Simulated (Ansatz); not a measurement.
# AlN (P6_3mc): the host for defect calculations, part 3 of 3

Aim: the runs on the perfect crystal AlN (P6_3mc) that a defect calculation needs first.

Ansatz 0.2.0; plane-wave PAW DFT, PBEsol; relaxation of the host's cell and atoms; PAW set soft_1 (the session's first sound run).

So far. Step 3 (Dielectric tensors of the host): The principal values of the electronic dielectric tensor are 4.50, 4.50 and 4.73. The principal values of the static dielectric tensor are 8.20, 8.20 and 9.74.

## (7) Defect free supercell at the zone centre

Level of this step: plane-wave PAW DFT, PBEsol; single point of the defect-free host, a test of the k-point sampling; PAW set soft_1 (Ansatz).

The supercell is run at the zone centre, to see how far that sampling misses the dense mesh.

System of this step: AlN (P6_3mc). The cell holds 128 atoms: 64 Al and 64 N. Its edges and angles: a = 14.686 Å, b = 14.686 Å, c = 11.753 Å, α = 125.1°, β = 125.1°, γ = 94.5°.

pristine.sampling_gamma/input.yaml

```yaml
crystal:
  lattice:
    - [-9.3408221251, 5.3929260535, 9.9673535922]
    - [9.3408221251, -5.3929260535, 9.9673535922]
    - [3.1136073087, 5.3929261684, -9.9673535922]
  atoms:
    - { symbol: Al, position: [0.2080918742, 0.0414252076, 0.0] }
    - { symbol: Al, position: [0.2080918742, 0.2914252076, 0.25] }
    - { symbol: Al, position: [0.4580918742, 0.0414252076, 0.25] }
    - { symbol: Al, position: [0.4580918742, 0.2914252076, 0.0] }
    - { symbol: Al, position: [0.1664252076, 0.0830918742, 0.25] }
    - { symbol: Al, position: [0.1664252076, 0.3330918742, 0.0] }
    - { symbol: Al, position: [0.4164252076, 0.0830918742, 0.0] }
    - { symbol: Al, position: [0.4164252076, 0.3330918742, 0.25] }
    - { symbol: "N", position: [0.0535747924, 0.1369081258, 0.25] }
    - { symbol: "N", position: [0.0535747924, 0.3869081258, 0.0] }
    - { symbol: "N", position: [0.3035747924, 0.1369081258, 0.0] }
    - { symbol: "N", position: [0.3035747924, 0.3869081258, 0.25] }
    - { symbol: "N", position: [0.0119081258, 0.1785747924, 0.0] }
    - { symbol: "N", position: [0.0119081258, 0.4285747924, 0.25] }
    - { symbol: "N", position: [0.2619081258, 0.1785747924, 0.25] }
    - { symbol: "N", position: [0.2619081258, 0.4285747924, 0.0] }
    - { symbol: Al, position: [0.2080918742, 0.0414252076, 0.5] }
    - { symbol: Al, position: [0.2080918742, 0.2914252076, 0.75] }
    - { symbol: Al, position: [0.4580918742, 0.0414252076, 0.75] }
    - { symbol: Al, position: [0.4580918742, 0.2914252076, 0.5] }
    - { symbol: Al, position: [0.1664252076, 0.0830918742, 0.75] }
    - { symbol: Al, position: [0.1664252076, 0.3330918742, 0.5] }
    - { symbol: Al, position: [0.4164252076, 0.0830918742, 0.5] }
    - { symbol: Al, position: [0.4164252076, 0.3330918742, 0.75] }
    - { symbol: "N", position: [0.0535747924, 0.1369081258, 0.75] }
    - { symbol: "N", position: [0.0535747924, 0.3869081258, 0.5] }
    - { symbol: "N", position: [0.3035747924, 0.1369081258, 0.5] }
    - { symbol: "N", position: [0.3035747924, 0.3869081258, 0.75] }
    - { symbol: "N", position: [0.0119081258, 0.1785747924, 0.5] }
    - { symbol: "N", position: [0.0119081258, 0.4285747924, 0.75] }
    - { symbol: "N", position: [0.2619081258, 0.1785747924, 0.75] }
    - { symbol: "N", position: [0.2619081258, 0.4285747924, 0.5] }
    - { symbol: Al, position: [0.2080918742, 0.5414252076, 0.0] }
    - { symbol: Al, position: [0.2080918742, 0.7914252076, 0.25] }
    - { symbol: Al, position: [0.4580918742, 0.5414252076, 0.25] }
    - { symbol: Al, position: [0.4580918742, 0.7914252076, 0.0] }
    - { symbol: Al, position: [0.1664252076, 0.5830918742, 0.25] }
    - { symbol: Al, position: [0.1664252076, 0.8330918742, 0.0] }
    - { symbol: Al, position: [0.4164252076, 0.5830918742, 0.0] }
    - { symbol: Al, position: [0.4164252076, 0.8330918742, 0.25] }
    - { symbol: "N", position: [0.0535747924, 0.6369081258, 0.25] }
    - { symbol: "N", position: [0.0535747924, 0.8869081258, 0.0] }
    - { symbol: "N", position: [0.3035747924, 0.6369081258, 0.0] }
    - { symbol: "N", position: [0.3035747924, 0.8869081258, 0.25] }
    - { symbol: "N", position: [0.0119081258, 0.6785747924, 0.0] }
    - { symbol: "N", position: [0.0119081258, 0.9285747924, 0.25] }
    - { symbol: "N", position: [0.2619081258, 0.6785747924, 0.25] }
    - { symbol: "N", position: [0.2619081258, 0.9285747924, 0.0] }
    - { symbol: Al, position: [0.2080918742, 0.5414252076, 0.5] }
    - { symbol: Al, position: [0.2080918742, 0.7914252076, 0.75] }
    - { symbol: Al, position: [0.4580918742, 0.5414252076, 0.75] }
    - { symbol: Al, position: [0.4580918742, 0.7914252076, 0.5] }
    - { symbol: Al, position: [0.1664252076, 0.5830918742, 0.75] }
    - { symbol: Al, position: [0.1664252076, 0.8330918742, 0.5] }
    - { symbol: Al, position: [0.4164252076, 0.5830918742, 0.5] }
    - { symbol: Al, position: [0.4164252076, 0.8330918742, 0.75] }
    - { symbol: "N", position: [0.0535747924, 0.6369081258, 0.75] }
    - { symbol: "N", position: [0.0535747924, 0.8869081258, 0.5] }
    - { symbol: "N", position: [0.3035747924, 0.6369081258, 0.5] }
    - { symbol: "N", position: [0.3035747924, 0.8869081258, 0.75] }
    - { symbol: "N", position: [0.0119081258, 0.6785747924, 0.5] }
    - { symbol: "N", position: [0.0119081258, 0.9285747924, 0.75] }
    - { symbol: "N", position: [0.2619081258, 0.6785747924, 0.75] }
    - { symbol: "N", position: [0.2619081258, 0.9285747924, 0.5] }
    - { symbol: Al, position: [0.7080918742, 0.0414252076, 0.0] }
    - { symbol: Al, position: [0.7080918742, 0.2914252076, 0.25] }
    - { symbol: Al, position: [0.9580918742, 0.0414252076, 0.25] }
    - { symbol: Al, position: [0.9580918742, 0.2914252076, 0.0] }
    - { symbol: Al, position: [0.6664252076, 0.0830918742, 0.25] }
    - { symbol: Al, position: [0.6664252076, 0.3330918742, 0.0] }
    - { symbol: Al, position: [0.9164252076, 0.0830918742, 0.0] }
    - { symbol: Al, position: [0.9164252076, 0.3330918742, 0.25] }
    - { symbol: "N", position: [0.5535747924, 0.1369081258, 0.25] }
    - { symbol: "N", position: [0.5535747924, 0.3869081258, 0.0] }
    - { symbol: "N", position: [0.8035747924, 0.1369081258, 0.0] }
    - { symbol: "N", position: [0.8035747924, 0.3869081258, 0.25] }
    - { symbol: "N", position: [0.5119081258, 0.1785747924, 0.0] }
    - { symbol: "N", position: [0.5119081258, 0.4285747924, 0.25] }
    - { symbol: "N", position: [0.7619081258, 0.1785747924, 0.25] }
    - { symbol: "N", position: [0.7619081258, 0.4285747924, 0.0] }
    - { symbol: Al, position: [0.7080918742, 0.0414252076, 0.5] }
    - { symbol: Al, position: [0.7080918742, 0.2914252076, 0.75] }
    - { symbol: Al, position: [0.9580918742, 0.0414252076, 0.75] }
    - { symbol: Al, position: [0.9580918742, 0.2914252076, 0.5] }
    - { symbol: Al, position: [0.6664252076, 0.0830918742, 0.75] }
    - { symbol: Al, position: [0.6664252076, 0.3330918742, 0.5] }
    - { symbol: Al, position: [0.9164252076, 0.0830918742, 0.5] }
    - { symbol: Al, position: [0.9164252076, 0.3330918742, 0.75] }
    - { symbol: "N", position: [0.5535747924, 0.1369081258, 0.75] }
    - { symbol: "N", position: [0.5535747924, 0.3869081258, 0.5] }
    - { symbol: "N", position: [0.8035747924, 0.1369081258, 0.5] }
    - { symbol: "N", position: [0.8035747924, 0.3869081258, 0.75] }
    - { symbol: "N", position: [0.5119081258, 0.1785747924, 0.5] }
    - { symbol: "N", position: [0.5119081258, 0.4285747924, 0.75] }
    - { symbol: "N", position: [0.7619081258, 0.1785747924, 0.75] }
    - { symbol: "N", position: [0.7619081258, 0.4285747924, 0.5] }
    - { symbol: Al, position: [0.7080918742, 0.5414252076, 0.0] }
    - { symbol: Al, position: [0.7080918742, 0.7914252076, 0.25] }
    - { symbol: Al, position: [0.9580918742, 0.5414252076, 0.25] }
    - { symbol: Al, position: [0.9580918742, 0.7914252076, 0.0] }
    - { symbol: Al, position: [0.6664252076, 0.5830918742, 0.25] }
    - { symbol: Al, position: [0.6664252076, 0.8330918742, 0.0] }
    - { symbol: Al, position: [0.9164252076, 0.5830918742, 0.0] }
    - { symbol: Al, position: [0.9164252076, 0.8330918742, 0.25] }
    - { symbol: "N", position: [0.5535747924, 0.6369081258, 0.25] }
    - { symbol: "N", position: [0.5535747924, 0.8869081258, 0.0] }
    - { symbol: "N", position: [0.8035747924, 0.6369081258, 0.0] }
    - { symbol: "N", position: [0.8035747924, 0.8869081258, 0.25] }
    - { symbol: "N", position: [0.5119081258, 0.6785747924, 0.0] }
    - { symbol: "N", position: [0.5119081258, 0.9285747924, 0.25] }
    - { symbol: "N", position: [0.7619081258, 0.6785747924, 0.25] }
    - { symbol: "N", position: [0.7619081258, 0.9285747924, 0.0] }
    - { symbol: Al, position: [0.7080918742, 0.5414252076, 0.5] }
    - { symbol: Al, position: [0.7080918742, 0.7914252076, 0.75] }
    - { symbol: Al, position: [0.9580918742, 0.5414252076, 0.75] }
    - { symbol: Al, position: [0.9580918742, 0.7914252076, 0.5] }
    - { symbol: Al, position: [0.6664252076, 0.5830918742, 0.75] }
    - { symbol: Al, position: [0.6664252076, 0.8330918742, 0.5] }
    - { symbol: Al, position: [0.9164252076, 0.5830918742, 0.5] }
    - { symbol: Al, position: [0.9164252076, 0.8330918742, 0.75] }
    - { symbol: "N", position: [0.5535747924, 0.6369081258, 0.75] }
    - { symbol: "N", position: [0.5535747924, 0.8869081258, 0.5] }
    - { symbol: "N", position: [0.8035747924, 0.6369081258, 0.5] }
    - { symbol: "N", position: [0.8035747924, 0.8869081258, 0.75] }
    - { symbol: "N", position: [0.5119081258, 0.6785747924, 0.5] }
    - { symbol: "N", position: [0.5119081258, 0.9285747924, 0.75] }
    - { symbol: "N", position: [0.7619081258, 0.6785747924, 0.75] }
    - { symbol: "N", position: [0.7619081258, 0.9285747924, 0.5] }
basis:
  ecutwfc: 420
  xc_grid: 2
hamiltonian:
  xc: pbesol
  pseudopotentials: { kind: paw, azcp: { folder: soft_1 }, xc_functional: pbe }
kpoints:
  mp_grid: { grid: [1, 1, 1] }
scf:
  occupations: { method: fermi_dirac, width: 0.01 }
  max_iter: 100
  lower_state_search: "off"
checkpoint:
  write: "../pristine.sampling_gamma.run"
  compress: false
  write_wavefunctions: false
  write_every: 100000
```

The run is started by

```console
ansatz run input.yaml --threads 32 --pin off --max-ram 84787MiB --backend cuda --events-out ev --progress --plain --runs-dir out --max-vram 78GiB
```

Numbers of over 12 decimals in the logs are rounded to 6 here.

The program printed:

```text
[...]
GPU FFT provider: cuFFT
GPU libraries: cuBLAS 13.8.1, cuFFT 12.4.0, cuSOLVER 12.3.2
[...]
Crystal: 128 atoms, lattice volume = 1338.931 Å³
Basis set: ecut = 420 eV, 26161 PW (Γ), exchange–correlation on 200×200×160 points (8 copies of the dense FFT grid, shifted against one another)
Bands: 384, of which v1, the nominal top of the filled ones, is band 256 counted from 1 (255 counted from 0)
Symmetry: 128 space group operations
[...]
k-points: 1
[...]
GPU buffer pool allocated for 800000 grid points (all kernels)
[...]
SCF iter   1: F=—  HF=-58067.939396 eV  |Δ(HF+E_count)|=         —  Δρ=1.31e-1  dr2=2.81e2  Hψ=1704
[...]
SCF iter   5: F=—  HF=-57980.540955 eV  |Δ(HF+E_count)|=   1.43e-2  Δρ=2.73e-4  dr2=9.45e-4  Hψ=462
automatic band count: iteration 5 solves 297 bands in place of 384: the levels show a gap, and the empty bands left out lie too high to hold charge; the band table lists the bands solved (type scf.n_extra_bands for more)
SCF iter   6: F=—  HF=-57980.541578 eV  |Δ(HF+E_count)|=   6.22e-4  Δρ=3.49e-5  dr2=1.52e-5  Hψ=486
[...]
SCF iter   8: F=-57980.541176 eV  HF=-57980.541176 eV  |Δ(HF+E_count)|=   1.98e-8  Δρ=4.14e-7  dr2=1.81e-9  Hψ=557
SCF 1 converged in 8 iterations: F = -57980.541176 eV  dr2 = 1.81e-9
[...]
SCF converged after 8 iterations
Free energy (F): -57980.541176 eV
[...]
Internal energy: -57980.541176 eV  (E = F + TS)
E sigma→0 (E₀):  -57980.541176 eV
Fermi energy:    9.092447 eV
[...]
```

It took 1.7 s on 1 × NVIDIA GB200 with 32 threads of Arm Neoverse V2, shared host; peak memory 1.2 GiB.

## (8) What came out

```json
{
 "primitive cell vectors, lengths": "3.114, 3.114, 4.984 Å",
 "electronic dielectric constant": "principal values (4.50, 4.50, 4.73)",
 "static dielectric constant": "principal values (8.20, 8.20, 9.74)",
 "gap on the k-mesh of the response run (PBEsol)": "4.10 eV",
 "supercell relaxed in its symmetry less the displaced and relaxed one": "0.000 eV",
 "energy an atom at the zone centre alone less that on the dense mesh": "0.008 eV"
}
```

In words: Step 5: The energy fell by 4.728 eV from the randomly displaced start; the atoms end within 0.005 Å of the sites as typed, once the mean shift is taken out. The displaced cell ends within 0.01 eV of the symmetric one relaxed in its symmetry, so no lower structure shows in this supercell. The k-mesh can miss the band edges, so this gap is an upper bound at this level. All at zero temperature.

[Logs are printed without paths, hosts, clocks, repeated set-up lines and the standing remarks that a program may print on its own settings, such as how far it seeks lower states.]

[Hosts, paths, dates, database ids (printed as entryN), source tags and the programs' standing remarks are cut or masked in the printed files.]

[Runs of the host that timed out are not shown.]

[For some hosts the program warned that the k-mesh of the response run may be too coarse for force constants and the static dielectric constant; such warnings are not always shown.]
